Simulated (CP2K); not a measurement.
## SnTe under changes of volume

One of the cells (47.091 Å³/atom); the others are scaled copies at fixed shape and fractional positions:

```xyz
2
Lattice="5.1069 0.0000 0.0000 2.5535 4.4227 0.0000 2.5535 1.4742 4.1698" Properties=species:S:1:pos:R:3 pbc="T T T"
Te    2.5535    1.4742    1.0424
Sn    0.0000    0.0000    0.0000
```

Measurements of this composition are mostly on another form, of space group No. 225.

```yaml
Program: CP2K 2026.2
Functional: r2SCAN
Potentials_or_basis: POTENTIAL_UZH Te GTH-SCAN-q6, Sn GTH-SCAN-q4; TZVP-MOLOPT-SCAN-GTH basis
Density_cutoff: 9184 eV
k_mesh: 7 × 7 × 7
Occupations: fermi-dirac, width 0.0259 eV
Spin: no spin polarisation
```

| volume (Å³/atom) | energy over the lowest point (meV/atom) | pressure (GPa) | gap on the mesh (eV) |
| --- | --- | --- | --- |
| 44.265 | ? | ? | ? |
| 45.207 | 0.00 | -0.1 | 0.28 |
| 46.149 | 2.01 | -0.6 | 0.34 |
| 47.091 | 6.86 | -1.1 | 0.39 |
| 48.033 | 14.28 | -1.5 | 0.44 |
| 48.974 | 24.03 | -1.8 | 0.48 |
| 49.916 | 35.88 | -2.2 | 0.53 |

**Question.** What does the run at 44.265 Å³/atom give?

**Answer.** Energy over the lowest point 1.12 meV/atom; pressure 0.5 GPa; gap on the mesh 0.22 eV.

Worked out: A Birch-Murnaghan fit of order 3 (a polynomial in V^(-2/3)) to the other rows has its minimum at 45.06 Å³/atom, just outside them, with B0 = V·E''(V) = 26 GPa and B' = 3.8. It gives 1.14 meV/atom at 44.265 Å³/atom, against the run's 1.12, and -dE/dV = 0.5 GPa, against 0.5. A straight line through the other rows of the gap, of slope 2.48 eV per unit of ln V, extrapolates to 0.23 eV, against the run's 0.22.

Energies are extrapolated to zero smearing.

Caveats: spin-orbit coupling is left out, which moves the levels of the heavy elements; an odd mesh through Γ misses points on the zone boundary, where band edges often lie; the basis of atomic orbitals isn't converged, which shifts pressures, moduli and gaps.
